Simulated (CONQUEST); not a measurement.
# Pb under changes of volume

One of the cells (30.323 Å³/atom); the others are scaled copies at fixed shape and fractional positions:

```xyz
2
Lattice="3.5002 0.0000 0.0000 0.0000 3.5002 0.0000 0.0000 0.0000 4.9500" Properties=species:S:1:pos:R:3 pbc="T T T"
Pb    0.0000    0.0000    0.0000
Pb    1.7501    1.7501    2.4750
```

```yaml
Program: CONQUEST 1.3
Functional: PBEsol
Potentials_or_basis: PseudoDojo NC PBEsol, DZP, grid of 36 × 36 × 48 points
k_mesh: 8 × 8 × 6
Occupations: fermi-dirac, width 0.05 eV
Spin: no spin polarisation
```

```csv
volume (Å³/atom),energy over the lowest point (meV/atom),pressure (GPa)
28.503,?,?
29.110,7.49,2.2
29.716,1.65,0.9
30.323,0.00,0.2
30.929,0.33,-0.5
31.535,4.17,-1.4
32.142,11.27,-2.2
```

**Question.** What does the run at 28.503 Å³/atom give?

**Answer.** Energy over the lowest point 18.27 meV/atom; pressure 3.7 GPa.

Worked out: A Birch-Murnaghan fit of order 3 (a polynomial in V^(-2/3)) to the other rows has its minimum at 30.47 Å³/atom with B0 = V·E''(V) = 41 GPa (rough, since the energies scatter). It gives 15.93 meV/atom at 28.503 Å³/atom, against the run's 18.27, and -dE/dV = 2.7 GPa, against 3.7.

Energies are extrapolated to zero smearing.

Caveats: the basis of atomic orbitals isn't converged, which shifts pressures, moduli and gaps; the real-space grid breaks the cell's symmetry a little (some runs).
